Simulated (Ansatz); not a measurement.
# InSb2: the cost of one run

Program: Ansatz 0.2.0. Level of theory: DFT PBEsol, scalar-relativistic, plane waves, PAW. These are calculated values, not measurements.

1 further run of the same task is left out (set aside as unsound or not needed). Runs told in other sessions of the task aren't counted.

**1. Starting point**

The structure is hexagonal, space group P6_3/mmc (No. 194). Conventional cell: a = 5.327 Å, b = 5.327 Å, c = 6.653 Å, α = 90.00°, β = 90.00°, γ = 120.00°. Y (site symmetry -6m2) is surrounded by 5 In at 3.08 to 3.33 Å and 6 Y at 3.50 Å. Y (site symmetry -3m) has 8 Y at 3.33 to 3.50 Å and 6 In at 3.50 Å in its first shell of neighbours. Around In (site symmetry -6m2) lie 11 Y at 3.08 to 3.50 Å.

Structure file:

```cif
data_structure
_symmetry_space_group_name_H-M 'P6_3/mmc'
_symmetry_Int_Tables_number 194
_cell_length_a 5.3273
_cell_length_b 5.3273
_cell_length_c 6.6527
_cell_angle_alpha 90.000
_cell_angle_beta 90.000
_cell_angle_gamma 120.000
_cell_volume 163.51
loop_
_atom_site_label
_atom_site_type_symbol
_atom_site_symmetry_multiplicity
_atom_site_Wyckoff_symbol
_atom_site_fract_x
_atom_site_fract_y
_atom_site_fract_z
_atom_site_occupancy
Y1 Y 2 d 0.33333 0.66667 0.75000 1
Y2 Y 2 a 0.00000 0.00000 0.00000 1
In1 In 2 c 0.33333 0.66667 0.25000 1
```

It is the result of an earlier relaxation at this level (volume 27.25 Å³/atom; gap on the mesh: none (metal)).

**2. Y → Sb: the starting cell**

The start of InSb2: fractional positions of relaxed Y2In, cell scaled by 0.861, a guess from tabulated radii.

**3. Probe: one point at the start (InSb2)**

File input.yaml:

```yaml
crystal:
  lattice:
    - [4.585784803, 0.0, 0.0]
    - [-2.2928924015, 3.9714061357, 0.0]
    - [0.0, 0.0, 5.7266790493]
  atoms:
    - { symbol: Sb, position: [0.3333333333, 0.6666666667, 0.75] }
    - { symbol: Sb, position: [0.6666666667, 0.3333333333, 0.25] }
    - { symbol: Sb, position: [0.0, 0.0, 0.0] }
    - { symbol: Sb, position: [0.0, 0.0, 0.5] }
    - { symbol: In, position: [0.3333333333, 0.6666666667, 0.25] }
    - { symbol: In, position: [0.6666666667, 0.3333333333, 0.75] }
basis:
  ecutwfc: 420
kpoints:
  mp_grid: { grid: [6, 6, 4] }
hamiltonian:
  xc: pbesol
scf:
  occupations: { method: gaussian, width: 0.1 }
output:
  forces: true
  stress: true
  eigenvalues: true
```

On the command line:

```console
$ ansatz run input.yaml --threads 1 --pin off --max-ram 2560MiB --backend cpu --events-out ev --progress --plain --runs-dir out
```

**Question.** How long does this run take on 1 thread of Arm Neoverse V1, shared host, and how much memory does it need?

About 7.5 s, with a peak of 0.4 GiB.
